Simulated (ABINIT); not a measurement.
SrCl2:

```xyz
3
Lattice="0.0000 3.4884 3.4884 3.4884 0.0000 3.4884 3.4884 3.4884 0.0000" Properties=species:S:1:pos:R:3 pbc="T T T"
Sr    0.0000    0.0000    0.0000
Cl    5.2325    5.2325    5.2325
Cl    1.7442    1.7442    1.7442
```

* Program: ABINIT 10.8.3 (patched build)
* Task: relaxation of cell and atoms
* Functional: LDA
* Potentials or basis: PseudoDojo NC SR LDA v0.4.1 standard
* Cutoff: 925 eV
* k mesh: 5 × 5 × 5
* Occupations: fermi-dirac, width 0.05 eV
* Spin: no spin polarisation

At the start: pressure -2.9 GPa; volume 28.30 Å³/atom.

Q: How do energy, volume and symmetry change on relaxing?

A: Over 5 steps the energy falls by 20.2 meV/atom and the volume is 26.19 Å³/atom (-7.4 %); space group Fm-3m (No. 225, to 0.05 Å).

Step by step:
```
step  energy change (eV)  largest force (eV/Å)  pressure (GPa)  volume (Å³)
   1              0.0000                0.0000           -2.86        84.90
   2             -0.0126                0.0000           -2.59        84.15
   3             -0.0599                0.0000            0.39        77.90
   4             -0.0607                0.0000           -0.04        78.64
   5             -0.0607                0.0000            0.00        78.57
```

Final structure:
```
Sr Cl
1.0
     0.00000    3.39952    3.39952
     3.39952    0.00000    3.39952
     3.39952    3.39952    0.00000
Sr Cl
1 2
Direct
  0.00000 0.00000 0.00000
  0.75000 0.75000 0.75000
  0.25000 0.25000 0.25000
```
